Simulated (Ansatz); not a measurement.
**CuAl: energy against volume and a worked fit**

```cif
data_structure
_symmetry_space_group_name_H-M 'Pm-3m'
_symmetry_Int_Tables_number 221
_cell_length_a 2.9975
_cell_length_b 2.9975
_cell_length_c 2.9975
_cell_angle_alpha 90.000
_cell_angle_beta 90.000
_cell_angle_gamma 90.000
_cell_volume 26.93
loop_
_atom_site_label
_atom_site_type_symbol
_atom_site_symmetry_multiplicity
_atom_site_Wyckoff_symbol
_atom_site_fract_x
_atom_site_fract_y
_atom_site_fract_z
_atom_site_occupancy
Cu1 Cu 1 b 0.50000 0.50000 0.50000 1
Al1 Al 1 a 0.00000 0.00000 0.00000 1
```

The cell comes from a database or a generator and needn't be the stable form of this composition.

The cell was scaled at fixed shape and fractions and run with Ansatz, PseudoDojo stringent, cutoff 1415 eV; PBEsol, k mesh 9 × 9 × 9 on the cell of 2 atoms, fermi-dirac occupations of 0.05 eV, no spin polarisation, no spin-orbit coupling. The potentials were made for PBE. Energies are those that the program minimises, any entropy of the smearing included. For a metal such a mesh isn't converged to the digits shown.

| V (Å³/atom) | energy over the lowest row (meV/atom) |
| --- | --- |
| 12.6584 | 2.12 |
| 12.9277 | 0.00 |
| 13.1971 | 2.38 |
| 13.4664 | 8.75 |
| 13.7357 | ? |
| 14.0051 | 31.69 |
| 14.2744 | 47.50 |

Question: Fit the third-order Birch-Murnaghan form, give V0, B0 and B′, and predict the energy left open.

Answer: With y = (V0/V)^(2/3), E = E0 + (9 V0 B0/16) [(y - 1)³ B′ + (y - 1)² (6 - 4y)]. Least squares through the rows shown give V0 = 12.9145 Å³/atom, E0 = -0.01 meV, B0 = 129.0 GPa (1 eV/Å³ = 160.218 GPa) and B′ = 4.79, with a largest miss of 0.01 meV. At V = 13.7357 the form with these constants gives 18.65 meV; the run gave 18.66 meV an atom. Other set-ups at this level, from all their volumes (Å³/atom, GPa): Ansatz, Ansatz PAW (made for PBE): V0 12.928, B0 126.7; Ansatz, JTH PAW (made for PBE): V0 12.912, B0 128; Ansatz, PseudoDojo standard (made for PBE): V0 12.908, B0 129.4; Ansatz, Ansatz PAW (files of its older set among them) (made for PBE): V0 12.929, B0 126.7.
